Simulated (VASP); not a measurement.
# KCl (Fm-3m) in VASP: notebook, part 2 of 2

VASP 6.6.1.

### 3 Electric field gradients, PBEsol

INCAR reads:

```
SYSTEM = KCl
  PREC = Accurate
  ENCUT = 520
  EDIFF = 1E-8
  ISMEAR = 0
  SIGMA = 0.05
  LREAL = .False.
  LASPH = .True.
  NELM = 60
  ALGO = Normal
  ISIF = 2
  LWAVE = .False.
  LCHARG = .False.
  GGA = PS
  LEFG = .True.
  NBANDS = 15
```

KPOINTS reads:

```
Automatic mesh
0
Gamma
  10 10 10
  0 0 0
```

POSCAR reads:

```
KCl
1.0
    0.0000000000      3.1208305160      3.1208305160
    3.1208305160      0.0000000000      3.1208305160
    3.1208305160      3.1208305160      0.0000000000
K Cl
1 1
Direct
    0.0000000000      0.0000000000      0.0000000000
    0.5000000000      0.5000000000      0.5000000000
```

Potentials or basis: VASP PAW PBE potentials, release 64 (K_sv, Cl).

Launch:

```
$ cat potpaw_PBE.64/K_sv/POTCAR potpaw_PBE.64/Cl/POTCAR > POTCAR
$ mpirun -np 1 vasp_std > vasp.out
```

OUTCAR:

```text
SYSTEM = KCl
   PREC = Accurate
   ENCUT = 520
   EDIFF = 1E-8
   ISMEAR = 0
   LREAL = .False.
   LASPH = .True.
   NELM = 60
   ISIF = 2
   GGA = PS

 ion  position               nearest neighbor table
   1  0.000  0.000  0.000-   2 3.12   2 3.12   2 3.12   2 3.12   2 3.12   2 3.12
   2  0.500  0.500  0.500-   1 3.12   1 3.12   1 3.12   1 3.12   1 3.12   1 3.12

  LATTYP: Found a face centered cubic cell.
 ALAT       =     6.2416610320

  Lattice vectors:

 A1 = (   0.0000000000,   3.1208305160,   3.1208305160)
 A2 = (   3.1208305160,   0.0000000000,   3.1208305160)
 A3 = (   3.1208305160,   3.1208305160,   0.0000000000)

Analysis of symmetry for initial positions (statically):
=====================================================================
 Subroutine PRICEL returns:
 Original cell was already a primitive cell.

 Routine SETGRP: Setting up the symmetry group for a
 face centered cubic supercell.

 Subroutine GETGRP returns: Found 48 space group operations
[... 622 lines left out ...]
     0.000000000  3.120830516  3.120830516    -0.160213763  0.160213763  0.160213763
     3.120830516  0.000000000  3.120830516     0.160213763 -0.160213763  0.160213763
     3.120830516  3.120830516  0.000000000     0.160213763  0.160213763 -0.160213763

 POSITION                                       TOTAL-FORCE (eV/Angst)
 -----------------------------------------------------------------------------------
      0.00000      0.00000      0.00000         0.000000      0.000000     -0.000000
      3.12083      3.12083      3.12083         0.000000      0.000000      0.000000
 -----------------------------------------------------------------------------------
    total drift:                                0.000000      0.000000      0.000000

  FREE ENERGIE OF THE ION-ELECTRON SYSTEM (eV)
  ---------------------------------------------------
  free  energy   TOTEN  =        -7.0231509780 eV

  energy  without entropy=       -7.0231509780  energy(sigma->0) =       -7.02315098

 Electric field gradients (V/A^2)
---------------------------------------------------------------------
 ion       V_xx      V_yy      V_zz      V_xy      V_xz      V_yz
---------------------------------------------------------------------
   1       0.000    -0.000    -0.000    -0.000    -0.000    -0.000
   2      -0.000    -0.000    -0.000     0.000     0.000     0.000
---------------------------------------------------------------------

 Electric field gradients after diagonalization (V/A^2)
 (convention: |V_zz| > |V_xx| > |V_yy|)
----------------------------------------------------------------------
 ion       V_xx      V_yy      V_zz     asymmetry (V_yy - V_xx)/ V_zz
----------------------------------------------------------------------
   1       0.000     0.000    -0.000       0.000
   2      -0.000    -0.000     0.001       0.000
----------------------------------------------------------------------

           NMR quadrupolar parameters

 Cq : quadrupolar parameter    Cq=e*Q*V_zz/h
 eta: asymmetry parameters     (V_yy - V_xx)/ V_zz
 Q  : nuclear electric quadrupole moment in mb (millibarn)
----------------------------------------------------------------------
 ion       Cq(MHz)       eta       Q (mb)
----------------------------------------------------------------------
   1      -0.000       0.000       1.000
   2       0.000       0.000       1.000
----------------------------------------------------------------------
```

Wall time 33 s (1 thread of Intel Xeon Platinum 8488C (Sapphire Rapids), shared host); peak memory 0.21 GiB.

What came out:

- Free energy: -7.0232 eV
- Pressure: 0.1 GPa
- Band gap on the k mesh: 5.10 eV
- Largest electric field gradient by atom: zero within the noise of the run

Caveat: the PAW data sets were made with another functional, which shifts forces and pressure a little.

### 4 Vibrations by perturbation theory, PBEsol

INCAR reads:

```
PREC = Accurate
ENCUT = 520
EDIFF = 1E-8
ISMEAR = 0
SIGMA = 0.01
LREAL = F
LASPH = T
NELM = 100
ALGO = Normal
ISIF = 2
LWAVE = F
LCHARG = F
GGA = PS
NBANDS = 15
IBRION = 8
NSW = 1
LEPSILON = T
```

KPOINTS reads:

```
regular mesh
0
Gamma
  10 10 10
```

POSCAR is that of step 3.

Potentials or basis: VASP PAW PBE potentials, release 64 (K_sv, Cl).

Launch:

```
$ cat potpaw_PBE.64/K_sv/POTCAR potpaw_PBE.64/Cl/POTCAR > POTCAR
$ mpirun -np 1 vasp_std > vasp.out
```

OUTCAR:

```text
PREC = Accurate
   ENCUT = 520
   EDIFF = 1E-8
   ISMEAR = 0
   LREAL = F
   LASPH = T
   NELM = 100
   ISIF = 2
   GGA = PS
   IBRION = 8
   NSW = 1
   LEPSILON = T

 ion  position               nearest neighbor table
   1  0.000  0.000  0.000-   2 3.12   2 3.12   2 3.12   2 3.12   2 3.12   2 3.12
   2  0.500  0.500  0.500-   1 3.12   1 3.12   1 3.12   1 3.12   1 3.12   1 3.12

  LATTYP: Found a face centered cubic cell.
[... 762 lines left out ...]
      3.120831  3.120831  3.120831     0.000000   -0.724475    0.000000
[... 21 lines left out ...]
   6 f/i=    0.001762 THz     0.011071 2PiTHz    0.058772 cm-1     0.007287 meV
             X         Y         Z           dx          dy          dz
      0.000000  0.000000  0.000000     0.000000    0.000000    0.724475
      3.120831  3.120831  3.120831     0.000000    0.000000    0.689301

--------------------------------------------------------------------------------------------------------

 MACROSCOPIC STATIC DIELECTRIC TENSOR IONIC CONTRIBUTION
 ------------------------------------------------------
           2.787769    -0.000000     0.000000
          -0.000000     2.787769     0.000000
           0.000000     0.000000     2.787769
 ------------------------------------------------------

 ELASTIC MODULI CONTR FROM IONIC RELAXATION (kBar)
 Direction    XX          YY          ZZ          XY          YZ          ZX
 --------------------------------------------------------------------------------
 XX           0.0000      0.0000      0.0000      0.0000      0.0000      0.0000
 YY           0.0000      0.0000      0.0000      0.0000      0.0000      0.0000
 ZZ           0.0000      0.0000      0.0000      0.0000      0.0000      0.0000
 XY           0.0000      0.0000      0.0000      0.0000      0.0000      0.0000
 YZ           0.0000      0.0000      0.0000      0.0000      0.0000      0.0000
 ZX           0.0000      0.0000      0.0000      0.0000      0.0000      0.0000
 --------------------------------------------------------------------------------

 PIEZOELECTRIC TENSOR IONIC CONTR  for field in x, y, z        (C/m^2)
          XX          YY          ZZ          XY          YZ          ZX
  --------------------------------------------------------------------------------
  x     0.00000     0.00000     0.00000     0.00000     0.00000     0.00000
  y     0.00000     0.00000     0.00000     0.00000     0.00000     0.00000
  z     0.00000     0.00000     0.00000     0.00000     0.00000     0.00000
```

OSZICAR:

```text
N       E                     dE             d eps       ncg     rms          rms(c)
DAV:   1     0.103365341056E+03    0.10337E+03   -0.72239E+03  1410   0.965E+02
DAV:   2    -0.765784850471E+00   -0.10413E+03   -0.94974E+02  1848   0.239E+02
DAV:   3    -0.703536640977E+01   -0.62696E+01   -0.62319E+01  1942   0.514E+01
DAV:   4    -0.726544978666E+01   -0.23008E+00   -0.23001E+00  2159   0.913E+00
[... 233 lines left out ...]
RMM:   9    -0.198069252267E+00   -0.17300E-05   -0.61122E-06  7229   0.508E-04    0.136E-04
RMM:  10    -0.198068687436E+00    0.56483E-06    0.81253E-06  7010   0.242E-04    0.395E-05
RMM:  11    -0.198068485976E+00    0.20146E-06   -0.17694E-06  7380   0.118E-04    0.131E-05
RMM:  12    -0.198068454912E+00    0.31064E-07   -0.88197E-08  7481   0.600E-05    0.105E-05
RMM:  13    -0.198068447751E+00    0.71610E-08    0.57490E-08  7179   0.358E-05    0.422E-06
 Linear response finished
```

Run time: 11 min. Hardware: 1 thread of Intel Xeon Platinum 8488C (Sapphire Rapids), shared host; peak memory 0.41 GiB.

Results:

```yaml
Electronic_dielectric_tensor_diagonal: 2.39
Born_charges_mean_of_the_diagonal: K +1.12; Cl -1.12 e
Highest_phonon_frequency_at_Γ_LO-TO_splitting_left_out: 140 cm⁻¹
```

Phonon frequencies in cm⁻¹ (negative: imaginary):
```
              q point        frequencies
(0.000, 0.000, 0.000)  0 0 0 140 140 140
```

Electronic dielectric tensor:
```
2.39 0.00 0.00
0.00 2.39 0.00
0.00 0.00 2.39
```

Born effective charge tensors (e):
atom 1, K
```
1.12 0.00 0.00
0.00 1.12 0.00
0.00 0.00 1.12
```
atom 2, Cl
```
-1.12  0.00  0.00
 0.00 -1.12  0.00
 0.00  0.00 -1.12
```

Caveat: the PAW data sets were made with another functional, which shifts forces and pressure a little.

### 5 How close it comes

Step 3. A measured gap of KCl is 8.68 eV (a printed reference work, monograph); the calculated 5.10 eV misses it by -3.58 eV. The value is that of PBEsol on a finite k mesh, which can miss the band edges, without temperature or zero-point motion. Semilocal functionals fall short of measured gaps as a rule.
